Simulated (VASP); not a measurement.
A run of VASP 6.6.1 is set up as follows.

File INCAR:

```
PREC     = Accurate       # precision mode
ENCUT    = 520            # plane-wave cutoff, eV
EDIFF    = 1E-6           # SCF threshold, eV
ISMEAR   = -1             # smearing method
SIGMA    = 0.05           # smearing width, eV
LREAL    = False          # projectors in reciprocal space
LASPH    = True           # aspherical terms in the spheres
NELM     = 60             # most SCF steps
ALGO     = Normal         # electronic algorithm
ISIF     = 2              # what is computed and relaxed
LWAVE    = False          # write WAVECAR
LCHARG   = False          # write CHGCAR
NBANDS   = 9              # bands
```

KPOINTS

```
Automatic mesh
0
Gamma
  9 9 9
```

POSCAR

```
Te
1.0
    2.3059043427      1.3313144930      1.6909537039
   -2.3059043427      1.3313144930      1.6909537039
    0.0000000000     -2.6626289860      1.6909537039
Te
1
Direct
    0.5000000000      0.5000000000      0.5000000000
```

KPOINTS_OPT

```
path GPZQGFP1Q1LZ
10
line-mode
reciprocal
 0.0000000000  0.0000000000  0.0000000000  G
 0.4677709699 -0.5322290301  0.4677709699  P

 0.4677709699 -0.5322290301  0.4677709699  P
 0.5000000000 -0.5000000000  0.5000000000  Z

 0.5000000000 -0.5000000000  0.5000000000  Z
 0.4355419398  0.4355419398  0.4355419398  Q

 0.4355419398  0.4355419398  0.4355419398  Q
 0.0000000000  0.0000000000  0.0000000000  G

 0.0000000000  0.0000000000  0.0000000000  G
 0.5000000000 -0.5000000000  0.0000000000  F

 0.5000000000 -0.5000000000  0.0000000000  F
 0.5322290301 -0.4677709699 -0.4677709699  P1

 0.5322290301 -0.4677709699 -0.4677709699  P1
 0.5644580602 -0.4355419398 -0.4355419398  Q1

 0.5644580602 -0.4355419398 -0.4355419398  Q1
 0.5000000000  0.0000000000  0.0000000000  L

 0.5000000000  0.0000000000  0.0000000000  L
 0.5000000000 -0.5000000000  0.5000000000  Z
```

Potentials or basis: VASP PAW LDA potentials, release 64 (Te).

The run is started by

```console
$ cat potpaw_LDA.64/Te/POTCAR > POTCAR
$ mpirun -np 1 vasp_std > vasp.out
```

**Question.** Estimate the pressure.

**Answer.** -1.0 GPa.

**Question.** What does it give for the band gap along the path?

**Answer.** None (metal or under the smearing width).

Stress tensor (GPa, compression positive):
```
-1.14  0.00  0.00
 0.00 -1.14  0.00
 0.00  0.00 -0.79
```

Caveat: spin-orbit coupling is left out, which moves the levels of the heavy elements.
